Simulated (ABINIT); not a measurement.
## SnSe2: band structure with TB-mBJ

Crystal: SnSe2.

```
Sn Se
1.0
     3.81100    0.00000    0.00000
    -1.90550    3.30042    0.00000
     0.00000    0.00000    6.13600
Sn Se
1 2
Direct
  0.00000 0.00000 0.00000
  0.66667 0.33333 0.75100
  0.33333 0.66667 0.24900
```

| Property | Result |
| --- | --- |
| Program | ABINIT 10.8.3 (patched build) |
| Task | band structure |
| Functional | TB-mBJ |
| Potentials or basis | JTH PAW LDA v2.0 |
| Cutoff | 707 eV |
| k mesh | 6 × 6 × 4 |
| Occupations | fermi-dirac, width 0.05 eV |
| Spin | no spin polarisation |
| Fine-grid cutoff | 1306.15 eV |

```json
{
  "Band gap on the k mesh": "1.35 eV, indirect (least direct gap 1.76 eV)",
  "Band gap along the path": "1.34 eV, indirect (least direct gap 1.76 eV)",
  "Valence electrons inside the program's atomic spheres": "Sn 11.83; Se 4.01"
}
```

Levels at the corners of the path, in eV from the valence-band top:
```csv
point,band 9,band 10,band 11,band 12,band 13,band 14,band 15,band 16,band 17,band 18
Γ,-0.73,-0.73,-0.43,-0.43,-0.03,1.72,3.65,5.14,5.14,8.60
M,-4.29,-2.74,-2.61,-1.03,-0.34,1.57,4.48,5.99,6.10,7.76
K,-3.51,-3.51,-3.25,-1.40,-1.40,1.93,7.16,7.16,7.73,8.14
Γ,-0.73,-0.73,-0.43,-0.43,-0.03,1.72,3.65,5.14,5.14,8.60
A,-1.88,-0.82,-0.82,-0.29,-0.29,2.84,3.66,4.87,4.87,8.71
L,-4.68,-2.46,-1.89,-0.79,-0.68,1.34,4.95,5.48,6.34,6.84
H,-3.98,-3.98,-3.56,-0.38,-0.38,2.89,5.40,5.40,6.87,9.24
A,-1.88,-0.82,-0.82,-0.29,-0.29,2.84,3.66,4.87,4.87,8.71
```

Run time: 16 min on 1 thread of AMD EPYC 7R43 64-Core Processor (Zen 3), with other jobs on the host, peak memory 0.23 GiB.

Caveat: the constant c of TB-mBJ comes from the pseudo density here, which moves gaps by up to 0.3 eV between sets of potentials; spin-orbit coupling is left out, which moves the levels of the heavy elements.
